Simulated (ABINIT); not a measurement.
Sb:

```
Sb
1.0
    -1.57654    1.57654    2.71194
     1.57654   -1.57654    2.71194
     1.57654    1.57654   -2.71194
Sb
1
Direct
  0.00000 0.00000 0.00000
```

This isn't the form of Sb at room conditions, which is rhombohedral.

| Quantity | Value |
| --- | --- |
| Program | ABINIT 10.8.3 (patched build) |
| Task | single point |
| Functional | PBE |
| Potentials or basis | JTH PAW PBE v2.0 |
| Cutoff | 435 eV |
| k mesh | 12 × 12 × 12 |
| Occupations | fermi-dirac, width 0.05 eV |
| Spin | no spin polarisation |

On this cell: pressure 1.6 GPa; band gap on the k mesh none (metal or under the smearing width).

The same run follows on a disturbed copy (cell strained at random at fixed volume):

```
Sb
1.0
    -1.57758    1.58021    2.71183
     1.56699   -1.54428    2.68478
     1.60429    1.57099   -2.69094
Sb
1
Direct
  0.01775 0.00466 0.01701
```

What does the disturbed cell give?

The energy (extrapolated to zero smearing) moves by -1.3 meV/atom; pressure 1.6 GPa; band gap on the k mesh none (metal or under the smearing width).

Stress tensor (GPa, compression positive):
```
1.45 0.22 0.02
0.22 2.22 0.23
0.02 0.23 1.04
```

The energy falls, though the first cell shows no forces: that form is unstable against this distortion, unless noise or another electronic state is at work.
